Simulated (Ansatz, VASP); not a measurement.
# Two plane-wave programs on Sr

File INCAR:

```
SYSTEM = Sr
PREC     = Accurate       ! precision mode
ENCUT    = 520            ! plane-wave cutoff, eV
EDIFF    = 1E-6           ! SCF threshold, eV
ISMEAR   = -1             ! smearing method
SIGMA    = 0.1            ! smearing width, eV
LREAL    = .False.        ! projectors in reciprocal space
LASPH    = .True.         ! aspherical terms in the spheres
NELM     = 60             ! most SCF steps
ALGO     = Normal         ! electronic algorithm
ISIF     = 2              ! what is computed and relaxed
LWAVE    = .False.        ! write WAVECAR
LCHARG   = .False.        ! write CHGCAR
GGA      = PS             ! functional
NBANDS   = 17             ! bands
```

Contents of KPOINTS:

```
regular mesh
0
Gamma
  7 7 7
  0 0 0
```

The input POSCAR:

```
Sr
1.0
    0.0000000000      4.5538721672      4.5538721672
    4.5538721672      0.0000000000      4.5538721672
    4.5538721672      4.5538721672      0.0000000000
Sr
2
Direct
    0.1250000000      0.1250000000      0.1250000000
    0.8750000000      0.8750000000      0.8750000000
```

Input for Ansatz:

```yaml
crystal:
  lattice:
    - [0.0, 4.5538721672, 4.5538721672]
    - [4.5538721672, 0.0, 4.5538721672]
    - [4.5538721672, 4.5538721672, 0.0]
  atoms:
    - { symbol: Sr, position: [0.125, 0.125, 0.125] }
    - { symbol: Sr, position: [0.875, 0.875, 0.875] }
hamiltonian:
  xc: pbesol
  pseudopotentials:
    kind: paw
    azcp:
      Sr: "pseudopotentials/Sr.paw.azcp"
basis:
  ecutwfc: 420
  fft_grid_basis: typed
kpoints:
  mp_grid: { grid: [7, 7, 7], shift: [0, 0, 0] }
magnetization:
  spin_polarized: false
scf:
  occupations: { method: fermi_dirac, width: 0.1 }
  lower_state_search: "off"
output:
  stress: true
```

Alike in both runs: task single point; functional PBEsol; k mesh 7 × 7 × 7; occupations fermi-dirac, width 0.1 eV; no spin polarisation.

|  | VASP | Ansatz |
| --- | --- | --- |
| version | VASP 6.6.1 | Ansatz 0.2.0 |
| potentials or method | VASP PAW PBE potentials, release 64 (Sr_sv) | plane waves (420 eV) with PAW, scalar-relativistic |
| plane-wave cutoff (eV) | 520 | 420 |
| valence electrons in the cell | 20 | 20 |

|  | VASP | Ansatz | Ansatz less VASP |
| --- | --- | --- | --- |
| pressure (GPa) | 0.3 | 0.3 | 0.00 |

Ansatz warned: «pseudo_functional_mismatch».

Caveats: the PAW data sets were made with another functional, which shifts forces and pressure a little (VASP).
